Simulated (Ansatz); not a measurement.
What strain does to BaTiO3 (R3m)

BaTiO3 (started from an entry of an open crystallographic database), relaxed with r2SCAN in the PAW code Ansatz. It is trigonal, R3m (No. 160); conventional cell a = 5.680 Å, c = 6.994 Å, 13.03 Å³ an atom. Ba has 12 O at 2.78–2.93 Å; Ti has 6 O at 1.87–2.16 Å; O has 2 Ti at 1.87–2.16 Å and 4 Ba at 2.78–2.93 Å.

The axes x, y and z are those of this cell:
```xyz
5
Lattice="2.8400 1.6397 2.3314 -2.8400 1.6397 2.3314 0.0000 -3.2793 2.3314" Properties=species:S:1:pos:R:3 pbc="T T T"
Ba    0.0000    0.0000   -0.0224
Ti    0.0000    0.0000    3.3805
O     0.0000    1.6082    2.4224
O    -1.3928   -0.8041    2.4224
O     1.3928   -0.8041    2.4224
```

Unstrained: The PBE gap is indirect, 2.505 eV (T to k = (-0.052, 0.010, 0.010)), below the direct gap of 2.880 eV at Γ–S₀ (0.10 of the way from Γ). r2SCAN gives an indirect gap of 2.866 eV, from T to k = (-0.052, 0.010, 0.010); the least direct gap is 3.247 eV at Γ–S₀ (0.10 of the way from Γ). With HSE06 the valence top lies at T and the conduction bottom at k = (-0.052, 0.010, 0.010), 3.958 eV higher; the smallest vertical gap, at Γ–S₀ (0.10 of the way from Γ), is 4.333 eV. Meshes: PBE 6×6×6, r2SCAN 6×6×6, HSE06 4×4×4. Strains are changes of length per length. After each strain the atoms were relaxed again with r2SCAN within the symmetry that the strain leaves, so tilts or polar shifts that break it weren't tested; points keep the names that they have in the unstrained zone. No spin polarisation and no zero-point or thermal motion.

Changes of the least gap in eV (an overlap counts as a negative gap):

| strain | volume change (%) | space group | PBE | r2SCAN | HSE06 | energy rise, r2SCAN (meV/atom) |
| --- | --- | --- | --- | --- | --- | --- |
| epitaxial -2.18 % in the xy plane, free normal strain +0.71 % | -3.6 | R3m | -0.194 | -0.191 | -0.206 | 13.5 |
| isotropic +3.83 % on every length | +11.9 | R3m | +0.491 | +0.495 | +0.531 | 50.1 |
| uniaxial -2.69 % along z | -2.7 | R3m | -0.226 | -0.227 | -0.243 | 7.8 |

Epitaxial -2.18 % in the xy plane, free normal strain +0.71 %. HSE06: the gap goes from 3.958 to 3.752 eV (-0.206 eV); the edges go from T → (-0.052, 0.010, 0.010) to T → Γ. Stress change with r2SCAN, compression positive: xx +8.02, yy +8.02, zz -0.02 GPa.

Isotropic +3.83 % on every length. HSE06: the gap goes from 3.958 to 4.489 eV (+0.531 eV); the edges go from T → (-0.052, 0.010, 0.010) to T → (0.031, 0.135, -0.146). Stress change with r2SCAN, compression positive: xx -9.67, yy -9.67, zz -7.52 GPa.

Uniaxial -2.69 % along z, other directions held. HSE06: the gap goes from 3.958 to 3.715 eV (-0.243 eV); the edges go from T → (-0.052, 0.010, 0.010) to T → Γ. Stress change with r2SCAN, compression positive: xx +1.13, yy +1.13, zz +7.43 GPa.

The runs are scalar-relativistic, without spin-orbit coupling.

Where an edge lies off the special points, it is a point of the mesh or the k point where a search put PBE's edge or least direct gap, reused for the other functionals, whose own edges may lie a little apart.

Coordinates of k points refer to the reciprocal vectors of the primitive cell of the runs.

The meshes of the hybrids are coarse, so their gaps aren't converged to the digits shown.
